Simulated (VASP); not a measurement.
Wanted: the native input for a VASP 6.6.1 run.

```yaml
Task: relaxation of cell and atoms
Functional: PBE
Dispersion: D3(BJ)
Potentials_or_basis: VASP PAW PBE potentials, release 64 (B, N)
Cutoff: 520 eV
k_mesh: 21 × 21 × 8
Occupations: gaussian, width 0.02 eV
Spin: no spin polarisation
Further_INCAR_settings: ALGO = Normal; EDIFF = 1e-07; IBRION = 2; EDIFFG = -0.002; NSW = 80; ISIF = 3
```

The structure of BN lies in POSCAR:

```
BN                                      
1.0
    2.5068149928      0.0000000000     -0.0000000000
   -1.2534074964      2.1709654616     -0.0000000000
    0.0000000000     -0.0000000000      6.5854223803
  B               N             
     2     2
Direct
     0.3333333300000021    0.6666666699999979    0.2500000000000000
     0.6666666699999979    0.3333333300000021    0.7500000000000000
     0.3333333300000021    0.6666666699999979    0.7500000000000000
     0.6666666699999979    0.3333333300000021    0.2500000000000000
```

The input as run:

INCAR

```
SYSTEM = BN
  PREC = Accurate
  ENCUT = 520
  EDIFF = 1E-7
  ISMEAR = 0
  SIGMA = 0.02
  LREAL = .False.
  LASPH = .True.
  NELM = 80
  ALGO = Normal
  ISIF = 3
  LWAVE = .False.
  LCHARG = .False.
  GGA = PE
  IVDW = 12
  IBRION = 2
  NSW = 80
  EDIFFG = -0.002
  KPAR = 4
```

KPOINTS

```
regular mesh
0
Gamma
  21 21 8
  0 0 0
```

Potentials or basis: VASP PAW PBE potentials, release 64 (B, N).

The run is started by

```console
$ cat potpaw_PBE.64/B/POTCAR potpaw_PBE.64/N/POTCAR > POTCAR
$ mpirun -np 4 vasp_std > vasp.out
```

Results of the run:

- Pressure after relaxing: 0.0 GPa
- Band gap on the k mesh: 4.24 eV, indirect (least direct gap 4.63 eV)
- Dispersion energy per atom: -0.142 eV

Caveat: the relaxation stopped at its first step, so nothing moved; an odd mesh through Γ misses points on the zone boundary, where band edges often lie.

It took 13 s on 4 MPI ranks on Intel(R) Xeon(R) 6975P-C (Granite Rapids) (shared host), peak memory 0.22 GiB a rank.
